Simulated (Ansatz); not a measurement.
Reactions of `[F][Ga]([F])[Cl]`.

Program: Ansatz. Geometries: PBE0-D4/def2-TZVP. ΔE: electronic, gas phase. CCSD(T)/CBS adds triple-zeta CCSD(T) − MP2 to the extrapolated MP2 energy (def2 sets, frozen cores). This one scheme is used for every species. For Br, Ga outer-core shells are correlated without core-valence functions, which leaves a few kJ/mol of doubt a bond. Scalar relativity is left out up to krypton. One conformer a species, not always the lowest.

(1) Order these by ΔE at CCSD(T)/CBS, lowest first. (Best estimate.)
A. `[F][Ga]([F])[Cl]` + CH₃NH₂ → `C[NH][Ga]([F])[F]` + HCl
B. `[F][Ga]([F])[Cl]` + `N=C=O` → `O=C=[N][Ga]([F])[F]` + HCl
C. `[F][Ga]([F])[Cl]` + HBr → `[F][Ga]([F])[Br]` + HCl
D. `[F][Ga]([F])[Cl]` + H₂ → `[F][GaH][F]` + HCl
E. `[F][Ga]([F])[Cl]` + `CC(C)(C)O` → `CC(C)(C)[O][Ga]([F])[Cl]` + H–F

Largest T1 diagnostic: 0.018, for `N=C=O`.

Results:

(1) C (-0.14 eV), E (+0.06 eV), B (+0.35 eV), A (+0.58 eV), D (+0.76 eV).
